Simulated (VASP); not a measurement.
# Ge (Pm-3m) in VASP: notebook

The runs below take Ge through single point, with BLYP.

Program: VASP 6.6.1. These are calculated values, not measurements. Logs are shortened: lines on timing, memory, paths and dates and some standing lists are left out, and cuts for length are marked.

**1. Starting point**

It takes space group Pm-3m (No. 221, cubic). Conventional cell: a = 2.797 Å, b = 2.797 Å, c = 2.797 Å, α = 90.00°, β = 90.00°, γ = 90.00°. Around Ge (site symmetry m-3m) lie 6 Ge at 2.80 Å.

This isn't the form of Ge at room conditions, which is diamond.

**2. Single point, BLYP**

File INCAR:

```
SYSTEM = Ge
PREC = Accurate
ENCUT = 520
EDIFF = 1E-7
ISMEAR = -1
SIGMA = 0.1
LREAL = .False.
LASPH = .True.
NELM = 80
ALGO = Normal
ISIF = 2
LWAVE = .False.
LCHARG = .False.
GGA = B5
ALDAX = 1.0
AGGAX = 1.0
AGGAC = 1.0
ALDAC = 0.0
NBANDS = 13
```

File KPOINTS:

```
Automatic mesh
0
Gamma
  18 18 18
  0 0 0
```

File POSCAR:

```
Ge
1.0
    2.7974411088      0.0000000000      0.0000000000
    0.0000000000      2.7974411088      0.0000000000
    0.0000000000      0.0000000000      2.7974411088
Ge
1
Direct
    0.0000000000      0.0000000000      0.0000000000
```

Potentials or basis: VASP PAW PBE potentials, release 64 (Ge_d).

The run is started by

```
> cat potpaw_PBE.64/Ge_d/POTCAR > POTCAR
> mpirun -np 1 vasp_std > vasp.out
```

OUTCAR:

```text
SYSTEM = Ge
   PREC = Accurate
   ENCUT = 520
   EDIFF = 1E-7
   ISMEAR = -1
   LREAL = .False.
   LASPH = .True.
   NELM = 80
   ISIF = 2
   GGA = B5

 ion  position               nearest neighbor table
   1  0.000  0.000  0.000-

  LATTYP: Found a simple cubic cell.
 ALAT       =     2.7974411088

  Lattice vectors:

 A1 = (   2.7974411088,   0.0000000000,   0.0000000000)
 A2 = (   0.0000000000,   2.7974411088,   0.0000000000)
 A3 = (   0.0000000000,   0.0000000000,   2.7974411088)

Analysis of symmetry for initial positions (statically):
=====================================================================
 Subroutine PRICEL returns:
 Original cell was already a primitive cell.

 Routine SETGRP: Setting up the symmetry group for a
 simple cubic supercell.

 Subroutine GETGRP returns: Found 48 space group operations
 (whereof 48 operations were pure point group operations)
 out of a pool of 48 trial point group operations.

The static configuration has the point symmetry O_h .

Analysis of symmetry for dynamics (positions and initial velocities):
=====================================================================
 Subroutine PRICEL returns:
 Original cell was already a primitive cell.

 Routine SETGRP: Setting up the symmetry group for a
 simple cubic supercell.

 Subroutine GETGRP returns: Found 48 space group operations
 (whereof 48 operations were pure point group operations)
 out of a pool of 48 trial point group operations.

The dynamic configuration has the point symmetry O_h .

 Subroutine INISYM returns: Found 48 space group operations
 (whereof 48 operations are pure point group operations),
 and found     1 'primitive' translations

----------------------------------------------------------------------------------------

                                     Primitive cell

  volume of cell :      21.8919

  direct lattice vectors                    reciprocal lattice vectors
     2.797441109  0.000000000  0.000000000     0.357469545  0.000000000  0.000000000
     0.000000000  2.797441109  0.000000000     0.000000000  0.357469545  0.000000000
     0.000000000  0.000000000  2.797441109     0.000000000  0.000000000  0.357469545

  length of vectors
     2.797441109  2.797441109  2.797441109     0.357469545  0.357469545  0.357469545

  position of ions in fractional coordinates (direct lattice)
     0.000000000  0.000000000  0.000000000

  ion indices of the primitive-cell ions
   primitive index   ion index
                 1           1

----------------------------------------------------------------------------------------

 KPOINTS: Automatic mesh

Automatic generation of k-mesh.
 Grid dimensions read from file:
 generate k-points for:   18   18   18

 Generating k-lattice:

  Cartesian coordinates                     Fractional coordinates (reciprocal lattice)
     0.019859419  0.000000000  0.000000000     0.055555556  0.000000000  0.000000000
     0.000000000  0.019859419  0.000000000     0.000000000  0.055555556  0.000000000
     0.000000000  0.000000000  0.019859419     0.000000000  0.000000000  0.055555556

  Length of vectors
     0.019859419  0.019859419  0.019859419

  Shift w.r.t. Gamma in fractional coordinates (k-lattice)
     0.000000000  0.000000000  0.000000000

 Subroutine IBZKPT returns following result:
 ===========================================

 Found    220 irreducible k-points:

 Following reciprocal coordinates:
            Coordinates               Weight
  0.000000  0.000000  0.000000      1.000000
  0.055556  0.000000  0.000000      6.000000
  0.111111  0.000000  0.000000      6.000000
  0.166667  0.000000  0.000000      6.000000
  0.222222  0.000000  0.000000      6.000000
  0.277778  0.000000  0.000000      6.000000
[... 16 lines left out ...]
  0.277778  0.111111  0.000000     24.000000
  0.333333  0.111111  0.000000     24.000000
 [... further k-points ...]
   k-points           NKPTS =    220   k-points in BZ     NKDIM =    220   number of bands    NBANDS=     13
   number of dos      NEDOS =    301   number of ions     NIONS =      1
   total plane-waves  NPLWV =  13824
   dimension x,y,z NGX =    24 NGY =   24 NGZ =   24
   dimension x,y,z NGXF=    48 NGYF=   48 NGZF=   48
   ions per type =               1
   NGX,Y,Z   is equivalent  to a cutoff of  14.26, 14.26, 14.26 a.u.
   NGXF,Y,Z  is equivalent  to a cutoff of  28.53, 28.53, 28.53 a.u.
 SYSTEM =  Ge
   PREC   = accura    normal or accurate (medium, high low for compatibility)
   ISTART =      0    job   : 0-new  1-cont  2-samecut
   ICHARG =      2    charge: 1-file 2-atom 10-const
   ISPIN  =      1    spin polarized calculation?
   LNONCOLLINEAR =      F non collinear calculations
   LSORBIT =      F    spin-orbit coupling
   LASPH  =      T    aspherical Exc in radial PAW
   ENCUT  =  520.0 eV  38.22 Ry    6.18 a.u.   5.20  5.20  5.20*2*pi/ulx,y,z
   NELM   =     80;   NELMIN=  2; NELMDL= -5     # of ELM steps
   EDIFF  = 0.1E-06   stopping-criterion for ELM
   LREAL  =      F    real-space projection
   EDIFFG = 0.1E-05   stopping-criterion for IOM
   NSW    =      0    number of steps for IOM
   IBRION =     -1    ionic relax: 0-MD 1-quasi-New 2-CG
   NFREE  =      0    steps in history (QN), initial steepest desc. (CG)
   ISIF   =      2    stress and relaxation
   ISYM   =      2    0-nonsym 1-usesym 2-fastsym
   POTIM  = 0.5000    time-step for ionic-motion
   TEBEG  =    0.0;   TEEND  =   0.0 temperature during run
   PSTRESS=    0.0 pullay stress
   NELECT =      14.0000    total number of electrons
   NUPDOWN=      -1.0000    fix difference up-down
   EMIN   =  10.00;   EMAX   =-10.00  energy-range for DOS
   EFERMI =   0.00;   METHOD = LEGACY
   ISMEAR =    -1;   SIGMA  =   0.10  broadening in eV -4-tet -1-fermi 0-gaus
   EFERMI_NEDOS =   21; number of points for ismear=-14 and -15
   IALGO  =     38    algorithm
   IMIX   =      4    mixing-type and parameters
     AMIX     =   0.40;   BMIX     =  1.00
     AMIX_MAG =   1.60;   BMIX_MAG =  1.00
  volume/ion in A,a.u.               =      21.89       147.73
  Fermi-wavevector in a.u.,A,eV,Ry     =   1.410446  2.665357 27.066869  1.989359
  Thomas-Fermi vector in A             =   2.532399
   LORBIT       =      0    0 simple, 1 ext, 2 COOP (PROOUT), +10 PAW based schemes
   GGA     = B5    functional components
   LHFCALC =     F    Hartree Fock is set to
   AEXX    =    0.0000 exact exchange contribution
   IVDW    =     0    specifies the selected vdW correction
   LEPSILON=     F    determine dielectric tensor
   LRPA    =     F    only Hartree local field effects (RPA)
 non-spin polarized calculation
  energy-cutoff  :      520.00
  volume of cell :       21.89
 maximum number of plane-waves:       624
 NGX is ok and might be reduce to    24
   NGX = 11   NGY = 11   NGZ = 11

 number of electron      14.0000003 magnetization

 Free energy of the ion-electron system (eV)
  ---------------------------------------------------
  ext. energy  EPLUGINS =         0.00000000
  ---------------------------------------------------
  free energy    TOTEN  =        -3.49243095 eV

  energy without entropy =       -3.47497169  energy(sigma->0) =       -3.48370132

 E-fermi :   5.4056     XC(G=0):  -9.8287

 val. band max:        5.3637116963   @ k =   0.4444   0.4444   0.3889
 cond. band min:       5.4170772399   @ k =   0.2778   0.2778   0.1111
 fundamental gap:      0.0533655436
 Fermi energy:         5.4055666673

 k-point     1 :       0.0000    0.0000    0.0000
  band No.  band energies     occupation
      1     -19.1605      2.00000
      2     -19.1605      2.00000
      3     -18.9721      2.00000
      4     -18.9721      2.00000
      5     -18.9721      2.00000
      6      -6.5987      2.00000
      7      11.4036      0.00000
      8      11.4036      0.00000
      9      11.4036      0.00000
     10      15.3003      0.00000
     11      15.3003      0.00000
     12      17.3224      0.00000
     13      32.5502      0.00000

 k-point     2 :       0.0556    0.0000    0.0000
  band No.  band energies     occupation
      1     -19.1602      2.00000
      2     -19.1559      2.00000
      3     -18.9736      2.00000
      4     -18.9736      2.00000
      5     -18.9720      2.00000
      6      -6.5438      2.00000
      7      10.6069      0.00000
      8      11.4547      0.00000
      9      11.4547      0.00000
     10      15.3500      0.00000
     11      15.9194      0.00000
     12      17.6499      0.00000
     13      30.7547      0.00000

 k-point     3 :       0.1111    0.0000    0.0000
  band No.  band energies     occupation
      1     -19.1594      2.00000
      2     -19.1429      2.00000
      3     -18.9778      2.00000
      4     -18.9778      2.00000
      5     -18.9717      2.00000
      6      -6.3796      2.00000
      7       9.0666      0.00000
      8      11.6060      0.00000
      9      11.6060      0.00000
     10      15.4986      0.00000
     11      16.6183      0.00000
     12      18.9347      0.00000
     13      28.9180      0.00000
[... 305 lines left out ...]
 k-point    23 :       0.2778    0.1111    0.0000
  band No.  band energies     occupation
      1     -19.1425      2.00000
      2     -19.0658      2.00000
      3     -19.0074      2.00000
      4     -18.9999      2.00000
      5     -18.9753      2.00000
      6      -5.0431      2.00000
      7       4.5078      1.99975
      8      10.3134      0.00000
      9      12.7720      0.00000
     10      17.3167      0.00000
     11      19.3507      0.00000
     12      21.5350      0.00000
     13      24.4341      0.00000

 k-point    24 :       0.3333    0.1111    0.0000
  band No.  band energies     occupation
      1     -19.1408      2.00000
      2     -19.0414      2.00000
      3     -19.0156      2.00000
      4     -19.0077      2.00000
      5     -18.9747      2.00000
      6      -4.4965      2.00000
      7       3.1467      2.00000
      8      10.7731      0.00000
      9      13.1924      0.00000
     10      17.7943      0.00000
     11      18.9180      0.00000
     12      21.3386      0.00000
     13      23.2287      0.00000

 [... further k-points ...]

------------------------ aborting loop because EDIFF is reached ----------------------------------------

  FORCE on cell =-STRESS in cart. coord.  units (eV):
  Direction    XX          YY          ZZ          XY          YZ          ZX
  --------------------------------------------------------------------------------------
  -------------------------------------------------------------------------------------
  Total       -0.0257995     -0.0257995     -0.0257995     -0.0000000      0.0000000      0.0000000
  in kB       -1.8881631     -1.8881631     -1.8881631     -0.0000000      0.0000000      0.0000000
  external PRESSURE =      -1.8881631 kB  Pullay stress =       0.0000000 kB

 VOLUME and BASIS-vectors are now :
 -----------------------------------------------------------------------------
  energy-cutoff  :      520.00
  volume of cell :       21.89
      direct lattice vectors                 reciprocal lattice vectors
     2.797441109  0.000000000  0.000000000     0.357469545  0.000000000  0.000000000
     0.000000000  2.797441109  0.000000000     0.000000000  0.357469545  0.000000000
     0.000000000  0.000000000  2.797441109     0.000000000  0.000000000  0.357469545

 POSITION                                       TOTAL-FORCE (eV/Angst)
 -----------------------------------------------------------------------------------
      0.00000      0.00000      0.00000         0.000000      0.000000      0.000000
 -----------------------------------------------------------------------------------
    total drift:                                0.000000      0.000000      0.000000

  FREE ENERGIE OF THE ION-ELECTRON SYSTEM (eV)
  ---------------------------------------------------
  free  energy   TOTEN  =        -3.4924309495 eV

  energy  without entropy=       -3.4749716942  energy(sigma->0) =       -3.48370132
```

It took 35 s on 1 thread of Intel Xeon Platinum 8559C (Emerald Rapids), shared host; peak memory 0.17 GiB.

Results:

```
Free energy            : -3.4924 eV
Pressure               : -0.2 GPa
Band gap on the k mesh : none (metal or under the smearing width)
```

Levels at points of the mesh, in eV from the Fermi level:
```csv
k point,band 3,band 4,band 5,band 6,band 7,band 8,band 9,band 10,band 11,band 12
"(0.00, 0.00, 0.00)",-24.38,-24.38,-24.38,-12.00,6.00,6.00,6.00,9.89,9.89,11.92
"(0.50, 0.00, 0.00)",-24.43,-24.42,-24.37,-8.81,-4.84,8.39,8.39,12.72,14.91,15.80
"(0.50, 0.50, 0.00)",-24.42,-24.42,-24.32,-5.46,-2.20,-2.20,3.84,10.70,18.28,18.76
"(0.50, 0.50, 0.50)",-24.48,-24.32,-24.32,-1.70,0.26,0.26,0.26,7.15,7.15,7.15
```

Caveat: the PAW data sets were made with another functional, which shifts forces and pressure a little.

**3. Single point, BLYP**

This run uses another cell than the first one, of 24.52 Å³/atom, 1.120 times its volume.

INCAR, as its differences from that of step 2:

```diff
@@ -3,3 +3,3 @@
 ENCUT = 520
-EDIFF = 1E-7
+EDIFF = 1E-6
 ISMEAR = -1
@@ -8,4 +8,4 @@
 LASPH = .True.
-NELM = 80
-ALGO = Normal
+NELM = 60
+ALGO = Fast
 ISIF = 2
```

KPOINTS is that of step 2.

File POSCAR:

```
Ge
1.0
    2.9051392915      0.0000000000      0.0000000000
    0.0000000000      2.9051392915      0.0000000000
    0.0000000000      0.0000000000      2.9051392915
Ge
1
Direct
    0.0000000000      0.0000000000      0.0000000000
```

Potentials or basis: VASP PAW PBE potentials, release 64 (Ge_d).

The run is started by

```
> cat potpaw_PBE.64/Ge_d/POTCAR > POTCAR
> mpirun -np 1 vasp_std > vasp.out
```

Wall time 32 s (1 thread of Intel Xeon Platinum 8559C (Emerald Rapids), shared host); peak memory 0.18 GiB.

It converged, with:

| Property | Result |
| --- | --- |
| Free energy | -3.4510 eV |
| Pressure | -4.0 GPa |
| Band gap on the k mesh | none (metal or under the smearing width) |

Levels at points of the mesh, in eV from the Fermi level:
```csv
k point,band 3,band 4,band 5,band 6,band 7,band 8,band 9,band 10,band 11,band 12
"(0.00, 0.00, 0.00)",-24.39,-24.39,-24.39,-11.26,5.42,5.42,5.42,9.51,9.51,10.82
"(0.50, 0.00, 0.00)",-24.43,-24.42,-24.39,-8.52,-4.24,7.44,7.44,12.05,14.09,14.60
"(0.50, 0.50, 0.00)",-24.42,-24.42,-24.35,-5.70,-1.90,-1.90,4.03,9.35,16.69,17.69
"(0.50, 0.50, 0.50)",-24.47,-24.35,-24.35,-2.61,0.24,0.24,0.24,7.05,7.05,7.05
```

Caveat: the PAW data sets were made with another functional, which shifts forces and pressure a little.
